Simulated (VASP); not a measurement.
Input:

```yaml
crystal:
  lattice:
    - [-2.77408, 2.77408, 5.59338]
    - [2.77408, -2.77408, 5.59338]
    - [2.77408, 2.77408, -5.59338]
  atoms:
    - { symbol: In, position: [0.50000, 0.50000, 0.00000] }
    - { symbol: In, position: [0.25000, 0.75000, 0.50000] }
    - { symbol: Cu, position: [0.00000, 0.00000, 0.00000] }
    - { symbol: Cu, position: [0.75000, 0.25000, 0.50000] }
    - { symbol: S, position: [0.87500, 0.89500, 0.52000] }
    - { symbol: S, position: [0.10500, 0.62500, 0.98000] }
    - { symbol: S, position: [0.37500, 0.35500, 0.48000] }
    - { symbol: S, position: [0.64500, 0.12500, 0.02000] }
```

Method: PBE GGA, VASP's PBE PAW potentials (set 64) (plane waves; VASP 6.6.1). Numerical set-up: 300 eV cut-off, 6×6×6 Γ-centred mesh, Gaussian smearing of 0.020 eV, potentials In_d Cu S.

Unless said otherwise, spin-orbit coupling is left out, though it shifts the bands of the heavy elements here.

### Question
What does the run give for the energy per atom (σ→0), largest force, band gap (on the k-mesh) with the smallest direct gap where there is one?

### Answer

The band gap (on the k-mesh) is 0.12 eV, the smallest direct gap (on the k-mesh) is 0.12 eV and the energy per atom (σ→0) comes out as -4.115 eV/atom. The largest force comes out as 0.495 eV/Å.

Only differences to runs with the same potentials and settings are physical.

The structure is a typed CuInS2 crystal. The cell was not relaxed at this level.
